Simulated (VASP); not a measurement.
# RbBr (Fm-3m) in VASP: a series of runs

Runs on RbBr. Level: r2SCAN. Tasks: single point.

All numbers are computed with VASP 6.6.1; they aren't measurements. Logs are shortened: lines on timing, memory, paths and dates and some standing lists are left out, and cuts for length are marked.

## (1) The crystal as given

The structure is cubic, space group Fm-3m (No. 225). Conventional cell: a = 6.854 Å, b = 6.854 Å, c = 6.854 Å, α = 90.00°, β = 90.00°, γ = 90.00°. Rb (site symmetry m-3m) is surrounded by 6 Br at 3.43 Å. Around Br (site symmetry m-3m) lie 6 Rb at 3.43 Å.

## (2) Single point, r2SCAN

Input file INCAR:

```
PREC     = Accurate       # precision mode
ENCUT    = 400            # plane-wave cutoff, eV
EDIFF    = 1E-6           # SCF threshold, eV
ISMEAR   = 0              # smearing method
SIGMA    = 0.2            # smearing width, eV
LREAL    = False          # projectors in reciprocal space
LASPH    = True           # aspherical terms in the spheres
NELM     = 100            # most SCF steps
ALGO     = Normal         # electronic algorithm
ISIF     = 2              # what is computed and relaxed
LWAVE    = False          # write WAVECAR
LCHARG   = False          # write CHGCAR
METAGGA  = R2SCAN         # meta-GGA
LMIXTAU  = True         
NBANDS   = 15             # bands
ADDGRID  = False
```

Input file KPOINTS:

```
Automatic mesh
0
Gamma
  6 6 6
```

Input file POSCAR:

```
RbBr
1.0
    0.0000000000      3.4270000000      3.4270000000
    3.4270000000      0.0000000000      3.4270000000
    3.4270000000      3.4270000000      0.0000000000
Rb Br
1 1
Direct
    0.0000000000      0.0000000000      0.0000000000
    0.5000000000      0.5000000000      0.5000000000
```

Potentials or basis: VASP PAW PBE potentials, release 64 (Rb_sv, Br).

Launch:

```
cat potpaw_PBE.64/Rb_sv/POTCAR potpaw_PBE.64/Br/POTCAR > POTCAR
mpirun -np 1 vasp_std > vasp.out
```

OUTCAR:

```text
PREC = Accurate
   ENCUT = 400
   EDIFF = 1E-6
   ISMEAR = 0
   LREAL = False
   LASPH = True
   NELM = 100
   ISIF = 2
   METAGGA = R2SCAN

 Found     16 irreducible k-points:

 Following reciprocal coordinates:
            Coordinates               Weight
  0.000000  0.000000  0.000000      1.000000
  0.166667  0.000000  0.000000      8.000000
  0.333333  0.000000  0.000000      8.000000
  0.500000  0.000000  0.000000      4.000000
  0.166667  0.166667  0.000000      6.000000
  0.333333  0.166667  0.000000     24.000000
   k-points           NKPTS =     16   k-points in BZ     NKDIM =     16   number of bands    NBANDS=     15
   number of dos      NEDOS =    301   number of ions     NIONS =      2
   total plane-waves  NPLWV =  32768
   dimension x,y,z NGX =    32 NGY =   32 NGZ =   32
   dimension x,y,z NGXF=    64 NGYF=   64 NGZF=   64
   ions per type =               1   1
   NGX,Y,Z   is equivalent  to a cutoff of  10.98, 10.98, 10.98 a.u.
   NGXF,Y,Z  is equivalent  to a cutoff of  21.95, 21.95, 21.95 a.u.
 SYSTEM =  unknown system
   PREC   = accura    normal or accurate (medium, high low for compatibility)
   ISTART =      0    job   : 0-new  1-cont  2-samecut
   ICHARG =      2    charge: 1-file 2-atom 10-const
   ISPIN  =      1    spin polarized calculation?
   LNONCOLLINEAR =      F non collinear calculations
   LSORBIT =      F    spin-orbit coupling
   LASPH  =      T    aspherical Exc in radial PAW
   ENCUT  =  400.0 eV  29.40 Ry    5.42 a.u.   7.90  7.90  7.90*2*pi/ulx,y,z
   NELM   =    100;   NELMIN=  2; NELMDL= -5     # of ELM steps
   EDIFF  = 0.1E-05   stopping-criterion for ELM
   LREAL  =      F    real-space projection
   EDIFFG = 0.1E-04   stopping-criterion for IOM
   NSW    =      0    number of steps for IOM
   IBRION =     -1    ionic relax: 0-MD 1-quasi-New 2-CG
   NFREE  =      0    steps in history (QN), initial steepest desc. (CG)
   ISIF   =      2    stress and relaxation
   ISYM   =      2    0-nonsym 1-usesym 2-fastsym
   POTIM  = 0.5000    time-step for ionic-motion
   TEBEG  =    0.0;   TEEND  =   0.0 temperature during run
   PSTRESS=    0.0 pullay stress
   NELECT =      16.0000    total number of electrons
   NUPDOWN=      -1.0000    fix difference up-down
   EMIN   =  10.00;   EMAX   =-10.00  energy-range for DOS
   EFERMI =   0.00;   METHOD = LEGACY
   ISMEAR =     0;   SIGMA  =   0.20  broadening in eV -4-tet -1-fermi 0-gaus
   EFERMI_NEDOS =   21; number of points for ismear=-14 and -15
   IALGO  =     38    algorithm
   IMIX   =      4    mixing-type and parameters
     AMIX     =   0.40;   BMIX     =  1.00
     AMIX_MAG =   1.60;   BMIX_MAG =  1.00
  volume/ion in A,a.u.               =      40.25       271.61
  Fermi-wavevector in a.u.,A,eV,Ry     =   0.955412  1.805467 12.419564  0.912812
  Thomas-Fermi vector in A             =   2.084247
   LORBIT       =      0    0 simple, 1 ext, 2 COOP (PROOUT), +10 PAW based schemes
   METAGGA = R2SCAN    functional components
   LHFCALC =     F    Hartree Fock is set to
   AEXX    =    0.0000 exact exchange contribution
   IVDW    =     0    specifies the selected vdW correction
   LEPSILON=     F    determine dielectric tensor
   LRPA    =     F    only Hartree local field effects (RPA)
 non-spin polarized calculation
 Gauss-broadening in eV      SIGMA  =   0.20
  energy-cutoff  :      400.00
  volume of cell :       80.50
 maximum number of plane-waves:      1484
   NGX = 15   NGY = 15   NGZ = 15

 number of electron      15.9999999 magnetization

 Free energy of the ion-electron system (eV)
  ---------------------------------------------------
  ext. energy  EPLUGINS =         0.00000000
  ---------------------------------------------------
  free energy    TOTEN  =       -31.15149393 eV

  energy without entropy =      -31.15149393  energy(sigma->0) =      -31.15149393

 E-fermi :  -1.2284     XC(G=0):  -7.6317

 val. band max:       -2.1586917350   @ k =   0.0000   0.0000   0.0000
 cond. band min:       2.8109741803   @ k =   0.0000   0.0000   0.0000
 fundamental gap:      4.9696659153
 Fermi energy:        -1.2283554220

 k-point     1 :       0.0000    0.0000    0.0000
  band No.  band energies     occupation
      1     -27.3130      2.00000
      2     -14.7725      2.00000
      3     -10.8423      2.00000
      4     -10.8423      2.00000
      5     -10.8423      2.00000
      6      -2.1587      2.00000
      7      -2.1587      2.00000
      8      -2.1587      2.00000
      9       2.8110      0.00000
     10       5.7220      0.00000
     11       5.7220      0.00000
     12       5.7220      0.00000
     13       6.7921      0.00000
     14       6.7921      0.00000
     15       9.1820      0.00000

 k-point     2 :       0.1667    0.0000    0.0000
  band No.  band energies     occupation
      1     -27.3105      2.00000
      2     -14.7832      2.00000
      3     -10.8439      2.00000
      4     -10.8439      2.00000
      5     -10.8288      2.00000
      6      -2.4505      2.00000
      7      -2.2511      2.00000
      8      -2.2511      2.00000
      9       3.4434      0.00000
     10       5.5356      0.00000
     11       6.0640      0.00000
     12       6.0640      0.00000
     13       7.2096      0.00000
     14       7.2096      0.00000
     15      10.2630      0.00000

 k-point     3 :       0.3333    0.0000    0.0000
  band No.  band energies     occupation
      1     -27.3056      2.00000
      2     -14.8043      2.00000
      3     -10.8470      2.00000
      4     -10.8470      2.00000
      5     -10.8019      2.00000
      6      -2.9263      2.00000
      7      -2.4250      2.00000
      8      -2.4250      2.00000
      9       4.6473      0.00000
     10       5.6769      0.00000
     11       7.0197      0.00000
     12       7.0197      0.00000
     13       8.2482      0.00000
     14       8.2482      0.00000
     15      10.2874      0.00000

 k-point     4 :       0.5000    0.0000    0.0000
  band No.  band energies     occupation
      1     -27.3032      2.00000
      2     -14.8147      2.00000
      3     -10.8485      2.00000
      4     -10.8485      2.00000
      5     -10.7885      2.00000
      6      -3.1297      2.00000
      7      -2.5072      2.00000
      8      -2.5072      2.00000
      9       5.1323      0.00000
     10       6.1185      0.00000
     11       8.0658      0.00000
     12       8.0658      0.00000
     13       8.6985      0.00000
     14       8.6986      0.00000
     15       9.7210      0.00000

 k-point     5 :       0.1667    0.1667    0.0000
  band No.  band energies     occupation
      1     -27.3098      2.00000
      2     -14.7799      2.00000
      3     -10.8600      2.00000
      4     -10.8600      2.00000
      5     -10.8165      2.00000
      6      -2.5653      2.00000
      7      -2.2134      2.00000
      8      -2.2134      2.00000
      9       3.5558      0.00000
     10       5.0412      0.00000
     11       6.4390      0.00000
     12       6.4390      0.00000
     13       7.0160      0.00000
     14       7.6065      0.00000
     15      10.5211      0.00000

 k-point     6 :       0.3333    0.1667    0.0000
  band No.  band energies     occupation
      1     -27.3058      2.00000
      2     -14.7839      2.00000
      3     -10.8705      2.00000
      4     -10.8675      2.00000
      5     -10.8290      2.00000
      6      -2.8122      2.00000
      7      -2.3716      2.00000
      8      -2.3221      2.00000
      9       4.5024      0.00000
     10       4.9189      0.00000
     11       7.1957      0.00000
     12       7.3797      0.00000
     13       7.6131      0.00000
     14       8.2550      0.00000
     15      10.4260      0.00000

 [... further k-points ...]

------------------------ aborting loop because EDIFF is reached ----------------------------------------

  FORCE on cell =-STRESS in cart. coord.  units (eV):
  Direction    XX          YY          ZZ          XY          YZ          ZX
  --------------------------------------------------------------------------------------
  -------------------------------------------------------------------------------------
  Total        0.2369442      0.2369442      0.2369442      0.0000000      0.0000000      0.0000000
  in kB        4.7161141      4.7161141      4.7161141      0.0000000      0.0000000      0.0000000
  external PRESSURE =       4.7161141 kB  Pullay stress =       0.0000000 kB

 VOLUME and BASIS-vectors are now :
 -----------------------------------------------------------------------------
  energy-cutoff  :      400.00
  volume of cell :       80.50
      direct lattice vectors                 reciprocal lattice vectors
     0.000000000  3.427000000  3.427000000    -0.145900204  0.145900204  0.145900204
     3.427000000  0.000000000  3.427000000     0.145900204 -0.145900204  0.145900204
     3.427000000  3.427000000  0.000000000     0.145900204  0.145900204 -0.145900204

 POSITION                                       TOTAL-FORCE (eV/Angst)
 -----------------------------------------------------------------------------------
      0.00000      0.00000      0.00000        -0.000000      0.000000      0.000000
      3.42700      3.42700      3.42700         0.000000     -0.000000     -0.000000
 -----------------------------------------------------------------------------------
    total drift:                                0.000000     -0.000000     -0.000000

  FREE ENERGIE OF THE ION-ELECTRON SYSTEM (eV)
  ---------------------------------------------------
  free  energy   TOTEN  =       -31.1514939275 eV

  energy  without entropy=      -31.1514939275  energy(sigma->0) =      -31.15149393
```

It took 65 s on 1 thread of Intel Xeon Platinum 8375C at 2.90GHz (Ice Lake), shared host; peak memory 0.18 GiB.

The run converged, but some of its settings lie outside the range that counts as converged, so its numbers aren't taken as properties of the crystal.

What came out:

```yaml
Free_energy: -31.1515 eV
Pressure: 0.5 GPa
Band_gap_on_the_k_mesh: 4.97 eV, direct
```

Caveat: the PAW data sets were made with another functional, which shifts forces and pressure a little.

## (3) Single point, r2SCAN

INCAR is that of step 2.

KPOINTS is that of step 2.

Input file POSCAR:

```
RbBr
1.0
    0.0000000000      3.4270000000      3.4270000000
    3.4270000000      0.0000000000      3.4270000000
    3.4270000000      3.4270000000      0.0000000000
Rb Br
1 1
Direct
   -0.0027730000      0.0260310000     -0.0127250000
    0.5081730000      0.5251300000      0.4723360000
```

Potentials or basis: VASP PAW PBE potentials, release 64 (Rb_sv, Br).

Launch:

```
cat potpaw_PBE.64/Rb_sv/POTCAR potpaw_PBE.64/Br/POTCAR > POTCAR
mpirun -np 1 vasp_std > vasp.out
```

OUTCAR:

```text
PREC = Accurate
   ENCUT = 400
   EDIFF = 1E-6
   ISMEAR = 0
   LREAL = False
   LASPH = True
   NELM = 100
   ISIF = 2
   METAGGA = R2SCAN

 Found    112 irreducible k-points:

 Following reciprocal coordinates:
            Coordinates               Weight
  0.000000  0.000000  0.000000      1.000000
  0.166667  0.000000  0.000000      2.000000
  0.000000  0.166667  0.000000      2.000000
  0.000000  0.000000  0.166667      2.000000
  0.166667  0.166667  0.166667      2.000000
[... 185 lines left out ...]
------------------------ aborting loop because EDIFF is reached ----------------------------------------

  FORCE on cell =-STRESS in cart. coord.  units (eV):
  Direction    XX          YY          ZZ          XY          YZ          ZX
  --------------------------------------------------------------------------------------
  -------------------------------------------------------------------------------------
  Total        0.2635818      0.2351581      0.2455191     -0.0019920      0.0012960      0.0050407
  in kB        5.2463063      4.6805646      4.8867894     -0.0396492      0.0257961      0.1003298
  external PRESSURE =       4.9378868 kB  Pullay stress =       0.0000000 kB

 VOLUME and BASIS-vectors are now :
 -----------------------------------------------------------------------------
  energy-cutoff  :      400.00
  volume of cell :       80.50
      direct lattice vectors                 reciprocal lattice vectors
     0.000000000  3.427000000  3.427000000    -0.145900204  0.145900204  0.145900204
     3.427000000  0.000000000  3.427000000     0.145900204 -0.145900204  0.145900204
     3.427000000  3.427000000  0.000000000     0.145900204  0.145900204 -0.145900204

 POSITION                                       TOTAL-FORCE (eV/Angst)
 -----------------------------------------------------------------------------------
      3.47260      6.80089      3.50671        -0.075027     -0.018515      0.047261
      3.41832      3.36020      3.54113         0.075027      0.018515     -0.047261
 -----------------------------------------------------------------------------------
    total drift:                               -0.000197     -0.000270      0.000222

  FREE ENERGIE OF THE ION-ELECTRON SYSTEM (eV)
  ---------------------------------------------------
  free  energy   TOTEN  =       -31.1484828397 eV

  energy  without entropy=      -31.1484828397  energy(sigma->0) =      -31.14848284
```

Wall time 4.4 min (1 thread of Intel Xeon Platinum 8375C at 2.90GHz (Ice Lake), shared host); peak memory 0.24 GiB.

The run converged, but some of its settings lie outside the range that counts as converged, so its numbers aren't taken as properties of the crystal.

What came out:

```yaml
Free_energy: -31.1485 eV
Pressure: 0.5 GPa
Largest_force: 0.091 eV/Å
Band_gap_on_the_k_mesh: 4.97 eV, direct
```

Caveat: the PAW data sets were made with another functional, which shifts forces and pressure a little.

## (4) Single point, r2SCAN

INCAR, as its differences from that of step 3:

```diff
@@ -4,3 +4,3 @@
 ISMEAR   = 0              # smearing method
-SIGMA    = 0.2            # smearing width, eV
+SIGMA    = 0.01           # smearing width, eV
 LREAL    = False          # projectors in reciprocal space
```

KPOINTS is that of step 3.

Input file POSCAR:

```
RbBr
1.0
    0.0000000000      3.4270000000      3.4270000000
    3.4270000000      0.0000000000      3.4270000000
    3.4270000000      3.4270000000      0.0000000000
Rb Br
1 1
Direct
    0.0000000000      0.0000000000      0.0000000000
    0.5000000000      0.5000000000      0.5000000000
```

Launch:

```
cat potpaw_PBE.64/Rb_sv/POTCAR potpaw_PBE.64/Br/POTCAR > POTCAR
mpirun -np 1 vasp_std > vasp.out
```

It took 50 s on 1 thread of Intel Xeon Platinum 8375C at 2.90GHz (Ice Lake), shared host; peak memory 0.18 GiB.

The run converged, but some of its settings lie outside the range that counts as converged, so its numbers aren't taken as properties of the crystal.

Results:

```yaml
Free_energy: -31.1515 eV
Pressure: 0.5 GPa
Band_gap_on_the_k_mesh: 4.97 eV, direct
```

Caveat: the PAW data sets were made with another functional, which shifts forces and pressure a little.

## (5) Single point, r2SCAN

INCAR is that of step 4.

KPOINTS is that of step 4.

Input file POSCAR:

```
RbBr
1.0
    0.0000000000      3.4270000000      3.4270000000
    3.4270000000      0.0000000000      3.4270000000
    3.4270000000      3.4270000000      0.0000000000
Rb Br
1 1
Direct
   -0.0027730000      0.0260310000     -0.0127250000
    0.5081730000      0.5251300000      0.4723360000
```

Launch:

```
cat potpaw_PBE.64/Rb_sv/POTCAR potpaw_PBE.64/Br/POTCAR > POTCAR
mpirun -np 1 vasp_std > vasp.out
```

Run time: 4.3 min. Hardware: 1 thread of Intel Xeon Platinum 8375C at 2.90GHz (Ice Lake), shared host; peak memory 0.24 GiB.

The run converged, but some of its settings lie outside the range that counts as converged, so its numbers aren't taken as properties of the crystal.

Results:

```
Free energy            : -31.1485 eV
Pressure               : 0.5 GPa
Largest force          : 0.091 eV/Å
Band gap on the k mesh : 4.97 eV, direct
```

Caveat: the PAW data sets were made with another functional, which shifts forces and pressure a little.

## (6) Single point, r2SCAN

INCAR, as its differences from that of step 5:

```diff
@@ -1,2 +1,2 @@
-PREC     = Accurate       # precision mode
+PREC     = Low            # precision mode
 ENCUT    = 400            # plane-wave cutoff, eV
@@ -4,3 +4,3 @@
 ISMEAR   = 0              # smearing method
-SIGMA    = 0.01           # smearing width, eV
+SIGMA    = 0.05           # smearing width, eV
 LREAL    = False          # projectors in reciprocal space
```

KPOINTS is that of step 5.

Input file POSCAR:

```
RbBr
1.0
    0.0000000000      3.4270000000      3.4270000000
    3.4270000000      0.0000000000      3.4270000000
    3.4270000000      3.4270000000      0.0000000000
Rb Br
1 1
Direct
    0.0000000000      0.0000000000      0.0000000000
    0.5000000000      0.5000000000      0.5000000000
```

Potentials or basis: VASP PAW PBE potentials, release 64 (Rb_sv, Br).

Launch:

```
cat potpaw_PBE.64/Rb_sv/POTCAR potpaw_PBE.64/Br/POTCAR > POTCAR
mpirun -np 1 vasp_std > vasp.out
```

Wall time 26 s (1 thread of Intel Xeon Platinum 8375C at 2.90GHz (Ice Lake), shared host); peak memory 0.12 GiB.

These settings aren't checked as converged: the numbers below hold their error.

Results:

```yaml
Free_energy: -31.1516 eV
Pressure: 0.5 GPa
Band_gap_on_the_k_mesh: 4.97 eV, direct
```

Caveat: the PAW data sets were made with another functional, which shifts forces and pressure a little.

## (7) For comparison

An earlier run on the cell as given: functional PBE; potentials or basis VASP PAW PBE potentials, release 64 (Rb_sv, Br); cutoff 520 eV; k mesh 7 × 7 × 7; occupations fermi-dirac, width 0.05 eV; no spin polarisation.

- Pressure: 1.0 GPa
- Band gap on the k mesh: 4.36 eV, direct
